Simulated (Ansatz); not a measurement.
# TiO2 (I4_1/amd): from the first guess to the electronic structure, part 2 of 2

What volume does TiO2 (I4_1/amd) take, and is it a metal or an insulator at this level? The pressure is brought towards zero step by step, and the electronic structure follows.

Ansatz 0.2.0; DFT PBE, scalar-relativistic, plane waves, PAW. Earlier steps stand in the parts before. Spin polarisation is switched off on purpose; where the compound carries moments, volume, stiffness and gap are then not the real material's.

### Step 4. A single point with the electronic structure

input.yaml

```yaml
crystal:
  lattice:
    - [-1.8994290456, 1.8994290456, 4.8501582422]
    - [1.8994290456, -1.8994290456, 4.8501582422]
    - [1.8994290456, 1.8994290456, -4.8501582422]
  atoms:
    - { symbol: Ti, position: [0.0, 0.0, 0.0] }
    - { symbol: Ti, position: [0.75, 0.25, 0.5] }
    - { symbol: O, position: [0.2064582662, 0.2064582662, 0.0] }
    - { symbol: O, position: [0.9564582662, 0.4564582662, 0.5] }
    - { symbol: O, position: [0.5435417338, 0.0435417338, 0.5] }
    - { symbol: O, position: [0.7935417338, 0.7935417338, 0.0] }
basis:
  ecutwfc: 420
  ecutrho_ratio: 4
kpoints:
  mp_grid: { grid: [10, 10, 10] }
  band_path:
    path:
      - [[0.0, 0.0, 0.0], [0.0, 0.0, 0.5], [0.25, 0.25, 0.25], [0.0, 0.5, 0.0], [0.0, 0.0, 0.0], [0.5, 0.5, -0.5], [0.28834196, 0.71165804, -0.28834196]]
      - [[-0.28834196, 0.28834196, 0.28834196], [0.0, 0.0, 0.0]]
      - [[0.0, 0.0, 0.5], [-0.07668393, 0.07668393, 0.5]]
      - [[0.5, 0.5, -0.07668393], [0.5, 0.5, -0.5]]
    npoints: 14
hamiltonian:
  xc: pbe
scf:
  occupations: { method: gaussian, width: 0.05 }
  n_extra_bands: 19
output:
  forces: true
  stress: true
  eigenvalues: true
  populations: true
  dos: { projected: true, de: 0.02, nscf_kmesh: { grid: [15, 15, 15] } }
  bader: true
```

On the command line:

```console
> ansatz run input.yaml --threads 1 --pin off --max-ram 2560MiB --backend cpu --events-out ev --progress --plain --runs-dir out
```

The program printed:

```text
Warning: RAYON_NUM_THREADS=1 ignored (pool sized by the plan → 1); use --threads N
basis.fft_grid_basis auto: the FFT boxes are laid along the combinations [[1, 0, 1], [0, 1, 1], [0, 0, 1]] of the cell's own vectors, 3.799, 3.799 and 5.544 Å long. The dense box has 27×27×40 points. Along the cell's own vectors, as sized, it would have 40×40×40, 2.19 times as many. Of the 16 symmetry operations that the crystal satisfies within crystal.symmetry.tolerance (time reversal apart; of a slab, those that keep its plane) the dense box along the cell's own vectors carries 16, and the one as laid loses 14 of those. basis.fft_grid_basis: typed keeps the cell's own vectors: state it where this run's energies or levels are differenced outside the engine with another run's, or held beside a run that keeps those vectors.
scf.n_extra_bands = 19 over 24 filled bands (N_el = 48.0): the run solves 43 bands
Engine: ansatz 0.2.0, x86_64-unknown-linux-gnu
Pseudopotentials: kind: paw
Pseudopotential: Ti, paw, valence charge 12, recommended cutoff 420 eV (normal), Ti.paw.azcp
Pseudopotential: O, paw, valence charge 6, recommended cutoff 420 eV (normal), O.paw.azcp
Functional definition: PBE
  parameter kappa = 0.804
  parameter beta = 0.06672455060314922
  exchange = pbe_x(kappa = kappa, mu = beta*pi^2/3)
  correlation = pbe_c(beta = beta)
Crystal: 6 atoms, lattice volume = 69.994 Å³
Basis set: ecut = 420 eV, 1365 PW (Γ), FFT grids on a1+a3, a2+a3, a3, exchange–correlation on 54×54×80 points (8 copies of the dense FFT grid, shifted against one another)
Bands: 43, of which v1, the nominal top of the filled ones, is band 24 counted from 1 (23 counted from 0)
Symmetry: 16 space group operations
Space group: I41/amd (ITA 141), of the structure as read, at distance tolerance 4.1e-5 Å
k-points: 102 of 1000
Non-local potential: Ti, projectors of the file, l = 0: 3, l = 1: 2, l = 2: 3, l = 3: 1
Non-local potential: O, projectors of the file, l = 0: 2, l = 1: 2, l = 2: 1
PAW form: soft (Blöchl's): semilocal exchange-correlation on the pseudo side does not see the compensation charge
PAW one-centre angular grid: Ti, 590 points (default); XC on 64 Gauss nodes
PAW one-centre angular grid: O, 110 points (default); XC on 64 Gauss nodes
Initial density: superposition of atomic densities (neutral atoms: chi_scale 0, normalization atom), corrected by the library's trained network
Initial wavefunctions: pseudopotential atomic-orbital guess
Functional: x = pbe(κ = 0.804, μ = 0.2195149727645171), c = pbe(β = 0.06672455060314922)
SCF iter   1: F=—  HF=-7277.498020 eV  |F-HF|=—  |Δ(HF+E_count)|=         —  Δρ=3.24e-3  dr2=2.12e-3  ethr=1.77e-3  ⟨swp⟩=5.8  Hψ=19403  notcnv=0  defer=210
preconditioner: auto → Resta (q_TF=auto, 2.562 Å⁻¹)  ε∞=3.7  [insulator: Δε(μ)=2.141 eV  Ē_g=15.400 eV  σ=0.050 eV  W_gap=1.00  n_scr=22 (ndim 8)  ℏωp=25.1 eV  f_vac=0.107  D(μ)=0.00/eV (n_scr^D=0)  ε∞_Penn≈3.7]
SCF iter   2: F=—  HF=-7277.499384 eV  |F-HF|=—  |Δ(HF+E_count)|=   1.36e-3  Δρ=1.72e-3  dr2=6.48e-4  ethr=4.41e-6  ⟨swp⟩=2.5  Hψ=6454  notcnv=0  defer=658
SCF iter   3: F=—  HF=-7277.500010 eV  |F-HF|=—  |Δ(HF+E_count)|=   6.26e-4  Δρ=9.08e-4  dr2=3.97e-4  ethr=1.35e-6  ⟨swp⟩=2.0  Hψ=4727  notcnv=0  defer=658
SCF iter   4: F=—  HF=-7277.500097 eV  |F-HF|=—  |Δ(HF+E_count)|=   8.75e-5  Δρ=1.34e-4  dr2=8.39e-6  ethr=8.28e-7  ⟨swp⟩=2.1  Hψ=4209  notcnv=0  defer=658
SCF iter   5: F=—  HF=-7277.499923 eV  |F-HF|=—  |Δ(HF+E_count)|=   1.75e-4  Δρ=4.07e-5  dr2=8.01e-7  ethr=1.75e-8  ⟨swp⟩=2.1  Hψ=5041  notcnv=0  defer=658
SCF iter   6: F=-7277.499923 eV  HF=-7277.499923 eV  |F-HF|=1.16e-7  |Δ(HF+E_count)|=   6.43e-7  Δρ=1.02e-5  dr2=4.97e-8  ethr=2.08e-10  ⟨swp⟩=8.4  Hψ=22682  notcnv=0
SCF 1 converged in 6 iterations: F = -7277.499923 eV  dr2 = 4.97e-8
NSCF: frozen V_eff on 130 k-points
NSCF: frozen V_eff on 288 k-points
SCF converged after 6 iterations
Free energy (F): -7277.499923 eV
Harris-Foulkes:  -7277.499923 eV  (|F-HF|=1.16e-7)
Internal energy: -7277.499923 eV  (E = F + TS)
E sigma→0 (E₀):  -7277.499923 eV
Fermi energy:    8.031901 eV
--- Per-component energies (eV) ---
  E_band       = -471.314045
  E_kinetic    = 1244.859235
  E_local      = -3616.217339  (includes V_loc(G=0)·N_el)
  E_nonlocal   = 196.373302
  E_hartree    = 1401.104892
  E_xc         = -492.099643
  E_vxc        = -623.120318  (∫ρ·V_xc dr)
  E_paw        = -2721.733373  (= ΣΔE_a)
  E_vpaw       = -475.433411  (= ΣTr[D̂ρ^β])
  E_aug_tail   = 0.010155  (compensation charges beyond the density's cutoff)
  E_ewald      = -3289.797152
  E_smearing   = -0.000000  (= −TS)
  E_closure    = -0.000000  (closes the sum)
  Σ components = -7277.499923   (vs F -7277.499923, Δ=0.00e0)
--- Forces (eV/Å), atoms counted from 1 ---
  atom   1  Ti    -0.00000000    -0.00000000     0.00000000
  atom   2  Ti    -0.00000000    -0.00000000     0.00000000
  atom   3  O      0.00000000    -0.00000000     0.00004984
  atom   4  O      0.00000000     0.00000000     0.00004984
  atom   5  O     -0.00000000    -0.00000000    -0.00004984
  atom   6  O     -0.00000000    -0.00000000    -0.00004984
  max |Σ_I F_I| component: 3.90e-18 eV/Å
--- Stress (GPa, compression-positive) ---
       -0.001356       0.000000      -0.000000
        0.000000      -0.001356      -0.000000
        0.000000       0.000000       0.005680
  P = ⅓ Tr σ = 0.0010 GPa (0.010 kbar)
--- Band table (eV; the first three rows and the last of 102) ---
  k-point 0: bands = ["-49.4296", "-49.3779", "-25.8698", "-25.6535", "-25.6535", "-25.5916", "-25.5916", "-25.5149", "-10.5825", "-9.5624", "-9.4899", "-9.1085", "3.0908", "3.1951", "3.1951", "3.5974", "4.9837", "4.9837", "5.0110", "6.1802", "6.1802", "6.1890", "6.5536", "6.5536", "9.0992", "9.7664", "10.9565", "10.9565", "10.9618", "10.9618", "11.9371", "12.0554", "12.1936", "13.2053", "14.3467", "18.8191", "20.3989", "23.0894", "23.0894", "24.2754", "24.3236", "24.5668", "24.5668"]
  k-point 1: bands = ["-49.4280", "-49.3788", "-25.8686", "-25.6700", "-25.6593", "-25.6009", "-25.5920", "-25.5121", "-10.4902", "-9.5077", "-9.4511", "-9.0846", "2.9959", "3.0791", "3.0853", "3.6120", "4.7906", "5.0727", "5.1209", "5.9614", "5.9804", "6.0950", "6.2356", "6.6686", "9.5075", "9.8291", "10.5332", "10.7374", "10.7947", "10.9069", "12.1816", "12.4691", "12.6446", "13.3399", "14.7078", "18.9359", "20.3811", "22.0313", "23.4377", "23.9753", "24.0066", "24.5930", "24.9660"]
  k-point 2: bands = ["-49.4234", "-49.3815", "-25.8655", "-25.7096", "-25.6738", "-25.6254", "-25.5909", "-25.5100", "-10.2357", "-9.3702", "-9.3448", "-9.0241", "2.6281", "2.8468", "3.0387", "3.7082", "4.3873", "4.8721", "5.0800", "5.3422", "5.4047", "5.8468", "6.3812", "6.7737", "9.8642", "10.0883", "10.2569", "10.5608", "10.6002", "11.0304", "12.4076", "13.2588", "13.3267", "13.5860", "15.6265", "19.2501", "20.4749", "20.6206", "22.8856", "23.5869", "23.7653", "25.1356", "25.4575"]
  k-point 101: bands = ["-49.4038", "-49.4038", "-25.6952", "-25.6952", "-25.6739", "-25.6739", "-25.5709", "-25.5709", "-10.0379", "-10.0379", "-9.3559", "-9.3559", "3.2725", "3.2725", "3.3432", "3.3432", "5.0048", "5.0048", "5.6435", "5.6435", "5.7398", "5.7398", "6.8721", "6.8721", "9.4220", "9.4220", "10.6836", "10.6836", "11.2441", "11.2441", "11.7870", "11.7870", "12.6879", "12.6879", "16.3371", "16.3371", "22.7417", "22.7417", "23.5834", "23.5834", "24.6788", "24.6788", "24.9516"]
--- Löwdin populations: 6 sites ---
  site symbol       q [e]
     0     Ti     10.6287
     1     Ti     10.6287
     2      O      6.6455
     3      O      6.6455
     4      O      6.6455
     5      O      6.6455
  spilling = 0.003346 (of n_electrons = 48.000000)
--- Bader charges: 6 sites ---
  site symbol  charge [e]  shift [e]
     0     Ti      2.2767     0.0038
     1     Ti      2.2767     0.0038
     2      O     -1.1383     0.0019
     3      O     -1.1383     0.0019
     4      O     -1.1383     0.0019
     5      O     -1.1383     0.0019
  estimated error of the sums over rays = 4.7e-4 e
```

It took 1.8 min on 1 thread of Intel Xeon at 2.70GHz, shared host; peak memory 0.72 GiB.

Read off: volume 11.666 Å³/atom, pressure 0.00 GPa, mesh gap 2.14 eV.

Levels next to the Fermi level at the named points, in eV from the valence-band top:

| point | filled | empty |
| --- | --- | --- |
| Γ | -0.78 -0.42 -0.42 | 2.12 2.79 3.98 |
| X | -1.98 -0.05 -0.05 | 3.23 3.23 3.70 |
| P | -1.55 -0.24 -0.24 | 3.46 3.46 3.49 |
| N | -0.88 -0.85 -0.64 | 3.20 3.47 3.53 |
| M | -1.23 -0.10 -0.10 | 2.45 2.45 3.71 |
| S | -0.90 -0.83 -0.82 | 3.20 3.43 3.49 |
| S0 | -0.90 -0.83 -0.82 | 3.20 3.43 3.49 |
| R | -1.82 -0.09 -0.09 | 3.21 3.21 3.65 |
| G | -1.82 -0.09 -0.09 | 3.21 3.21 3.65 |

Highest filled and lowest empty level along the path:

| distance (1/Å) | highest filled (eV) | lowest empty (eV) |
| --- | --- | --- |
| 0.00 | -0.42 | 2.12 |
| 0.42 | -0.21 | 2.89 |
| 0.84 | -0.06 | 2.99 |
| 1.19 | -0.06 | 3.23 |
| 1.31 | -0.12 | 3.29 |
| 1.42 | -0.22 | 3.39 |
| 1.61 | -0.21 | 3.37 |
| 1.91 | -0.32 | 3.08 |
| 2.20 | -0.61 | 3.17 |
| 2.51 | -0.61 | 3.13 |
| 2.83 | -0.44 | 2.85 |
| 3.15 | -0.42 | 2.16 |
| 3.39 | -0.32 | 2.16 |
| 3.62 | -0.16 | 2.27 |
| 3.86 | -0.10 | 2.45 |
| 4.11 | -0.38 | 2.59 |
| 4.36 | -0.62 | 2.92 |
| 4.56 | -0.82 | 3.20 |
| 4.90 | -0.68 | 3.18 |
| 5.24 | -0.40 | 2.66 |
| 5.51 | -0.05 | 3.23 |
| 5.57 | -0.06 | 3.23 |
| 5.64 | -0.07 | 3.22 |
| 5.69 | -0.09 | 3.21 |
| 6.04 | -0.33 | 3.07 |
| 6.40 | -0.46 | 2.77 |

States per cell in windows of 1 eV (zero at the valence-band top), total and by projection:

| from | to | total | O 2p | Ti 3d |
| --- | --- | --- | --- | --- |
| -7 | -6 | 0.00 | 0.00 | 0.00 |
| -6 | -5 | 0.00 | 0.00 | 0.00 |
| -5 | -4 | 3.42 | 2.38 | 0.80 |
| -4 | -3 | 6.03 | 4.36 | 1.48 |
| -3 | -2 | 4.73 | 3.65 | 0.93 |
| -2 | -1 | 4.60 | 3.94 | 0.50 |
| -1 | 0 | 5.22 | 4.86 | 0.26 |
| 0 | 1 | 0.00 | 0.00 | 0.00 |
| 1 | 2 | 0.00 | 0.00 | 0.00 |
| 2 | 3 | 1.19 | 0.07 | 1.11 |
| 3 | 4 | 7.92 | 0.95 | 6.73 |
| 4 | 5 | 3.01 | 0.76 | 2.11 |
| 5 | 6 | 2.85 | 0.48 | 2.01 |

### Step 5. What came out

This closing draws on all 2 parts. Changes of volume or cell count from the first structure of part 1.

```
         quantity                                                                      value
      space group                                                         I4_1/amd (No. 141)
conventional cell  a = 3.799 Å, b = 3.799 Å, c = 9.700 Å, α = 90.00°, β = 90.00°, γ = 90.00°
           volume                                                             11.666 Å³/atom
         pressure                                                                   0.00 GPa
              gap                                              2.13 eV on the path, indirect
    Bader charges                                                        Ti +2.28; O -1.14 e
```

In words: From the first run shown, the volume went from 11.35 to 11.67 Å³/atom (+2.7 %) in one relaxation, where the pressure is zero within 0.01 GPa. The gap on the path is indirect, 2.13 eV, with the valence top between Γ and X and the conduction bottom at Γ; the top 0.3 eV of the valence band is led by O 2p (96 % of the projected weight), the lowest 1 eV of the conduction band by Ti 3d (93 % of the projected weight). It is the Kohn-Sham gap of a semilocal functional; such gaps usually fall short of measured ones. Ti gives up the most charge, +2.28 e by Bader's partition. Against the measured lattice constant a of TiO2, 3.7842 Å (a printed reference work, textbook), the calculated 3.799 Å is off by +0.4 %. The calculation is for 0 K without zero-point motion. Against the measured lattice constant c of TiO2, 9.5146 Å (a printed reference work, textbook), the calculated 9.700 Å is off by +2.0 %.
